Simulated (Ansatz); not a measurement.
A 2-atom cell of BeSe started from a crystallographic database, relaxed with r2SCAN, was run in the plane-wave code Ansatz under altered settings. All numbers are computed, without spin polarisation but where a row says otherwise.

```yaml
crystal:
  lattice:
    - [0.00000, 2.58104, 2.58104]
    - [2.58104, 0.00000, 2.58104]
    - [2.58104, 2.58104, 0.00000]
  atoms:
    - { symbol: Be, position: [0.00000, 0.00000, 0.00000] }
    - { symbol: Se, position: [0.25000, 0.25000, 0.25000] }
```

The base run's other keys:
```yaml
kpoints:
  mp_grid: { grid: [4, 4, 4] }
hamiltonian:
  xc: hse06
scf:
  occupations: { method: fixed }
  n_extra_bands: 4
```

It takes 11 iterations with 645 plane waves at 420 eV and 8 k points, and leaves a mean stress of -0.24 GPa. The gap over this mesh is 3.499 eV.

Outcomes, with energy and stress as changes against the base:
```
                                    setting    outcome  ΔF (meV/atom)  Δ mean stress (GPa)  gap on the mesh (eV)  iterations
  PBE hybrid, exx coeff -0.2, omega 0.3 1/Å    refused              –                    –                     –           –
PBE hybrid, exx coeff 0.5, omega 0.2078 1/Å  converged              –                 -1.3                 4.393          15
                  scf.exx.q_mesh: [5, 5, 5]    refused              –                    –                     –           –
   PBE hybrid, exx coeff 0.5, omega 0.1 1/Å  converged              –                 -1.5                 5.037          16
     scf.occupations: methfessel_paxton 0.5  converged            0.0                  0.0                 3.499          11
                scf.eigensolver.kind: dense  converged            0.0                  0.0                 3.499          11
```
A dash marks a value that wasn't obtained or can't be compared. Stress is positive in compression.

- PBE hybrid, exx coeff -0.2, omega 0.3 1/Å. The input is refused before any iteration. Error: invalid value for `hamiltonian.xc.exx.coeff`: must be finite and in (0, 1]; got -0.2
- PBE hybrid, exx coeff 0.5, omega 0.2078 1/Å. That is 50 % exact exchange, screened with ω = 0.2078 1/Å, against HSE06's 25 % screened at 0.208 1/Å. The mean stress moves by -1.3 GPa and the gap on the mesh by +0.894 eV (to 4.393). Totals of different functionals aren't comparable.
- scf.exx.q_mesh: [5, 5, 5]. The input is refused before any iteration. Error: invalid value for `scf.exx.q_mesh`: must divide elementwise kpoints.mp_grid.grid
- PBE hybrid, exx coeff 0.5, omega 0.1 1/Å. That is 50 % exact exchange, screened with ω = 0.1 1/Å, against HSE06's 25 % screened at 0.208 1/Å. The mean stress moves by -1.5 GPa and the gap on the mesh by +1.538 eV (to 5.037). Totals of different functionals aren't comparable. The program warns that on this mesh the truncation of the exchange isn't bounded, so part of the change can be an error of the mesh.

Within 1 meV an atom, 0.1 GPa and 0.005 eV of the base stay: scf.occupations: methfessel_paxton 0.5; scf.eigensolver.kind: dense.

Spin-orbit coupling is left out.

The program warns that its thresholds are loose for a hybrid's stress.

The meshes of the hybrids are coarse, so their gaps aren't converged to the digits shown.
